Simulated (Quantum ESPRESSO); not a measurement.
TiB2:

```xyz
3
Lattice="3.0292 0.0000 0.0000 -1.5146 2.6234 0.0000 0.0000 0.0000 3.2284" Properties=species:S:1:pos:R:3 pbc="T T T"
Ti    0.0000    0.0000    0.0000
B     1.5146    0.8745    1.6142
B     0.0000    1.7489    1.6142
```

Base run:

```yaml
Program: Quantum ESPRESSO 7.5
Functional: r2SCAN
Potentials_or_basis: SG15 PBE 1.2
Cutoff: 952 eV
Density_cutoff: 3810 eV
k_mesh: 8 × 8 × 6
Occupations: fermi-dirac, width 0.05 eV
Spin: no spin polarisation
```

Its results: band gap on the k mesh none (metal or under the smearing width); pressure -2.6 GPa.

Task: The run is repeated on the same cell with these changes: functional from r2SCAN to LDA; potentials or basis from SG15 PBE 1.2 to JTH 2.0 LDA; cutoff from 952 eV to 707 eV; density cutoff from 3810 eV to 4245 eV. What comes out?

Result: Band gap on the k mesh none (metal or under the smearing width); pressure -10.9 GPa.

Caveats: the potentials were made for another functional, which shifts forces and pressure (some runs).

Not every run made on this cell is shown here.
